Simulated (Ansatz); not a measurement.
The system is I.

```
CELL_PARAMETERS angstrom
0.00000 2.36560 3.90984
2.19225 0.00000 3.90984
2.19225 2.36560 0.00000
ATOMIC_POSITIONS crystal
I 0.00000 0.00000 0.00000
```

Base run:

| Property | Result |
| --- | --- |
| Program | Ansatz 0.2.0 |
| Functional | PBE |
| Potentials or basis | Ansatz PAW |
| Cutoff | 420 eV (not typed: the program's choice for these potentials) |
| k mesh | 7 × 7 × 7 |
| Occupations | fermi-dirac, width 0.05 eV |
| Spin | spin-orbit coupling, no magnetisation |

Its results: band gap on the k mesh none (metal or under the smearing width); pressure 1.1 GPa.

Problem. The run is repeated on the same cell with these changes: functional from PBE to PBEsol. What comes out?

Solution. Band gap on the k mesh none (metal or under the smearing width); pressure -0.8 GPa.

PBEsol binds more tightly than PBE, so the same cell stands under less pressure.

Caveats: the PAW data sets come from PBE, with cores solved anew for the run's functional, which leaves a small shift of forces and pressure (some runs).
